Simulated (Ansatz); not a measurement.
# PbSe: do energies and stresses tell the same story?

These are results of DFT PBE, scalar-relativistic, plane waves, PAW (Ansatz), not measurements.

Cutoff 420 eV; k points 10×10×10 on the computed 2-atom cell (Γ-centred); Gaussian smearing, width 0.01 eV; no spin polarisation.

Relaxed cell: Fm-3m, a = 6.218 Å, b = 6.218 Å, c = 6.218 Å, α = 90.00°, β = 90.00°, γ = 90.00°, 2 atoms in the primitive cell.

Energies at zero smearing and pressures from the stress tensor, at volumes with shape and atoms relaxed:
```
V (Å³/atom) E − E(first) (meV/atom) P (GPa)
     28.247                     0.00     3.32
     29.148                   -13.48     1.52
     30.050                   -17.66     0.00
     30.951                   -13.93    -1.29
     31.853                    -3.49    -2.39
```

Q: Check P = −dE/dV between neighbouring volumes, and get the bulk modulus from the pressures alone.

A: With 1 eV/Å³ = 160.2 GPa:
| middle V (Å³/atom) | −ΔE/ΔV (GPa) | mean P (GPa) |
| --- | --- | --- |
| 28.697 | 2.396 | 2.421 |
| 29.599 | 0.743 | 0.763 |
| 30.500 | -0.663 | -0.645 |
| 31.402 | -1.855 | -1.840 |

The two differ by 0.02 GPa at most. The mean of two end pressures misses the average over a step by about ΔV² P″/12, up to 0.02 GPa here; with that taken off 0.00 GPa remains. Around V = 30.050 Å³/atom, the two neighbours give B = −V ΔP/ΔV = 30.050 × 2.82 / 1.803 = 46.9 GPa, against B0 = 46.7 GPa from the Birch–Murnaghan fit of the energies.

Spin–orbit coupling is left out, which can shift energies with elements as heavy as these.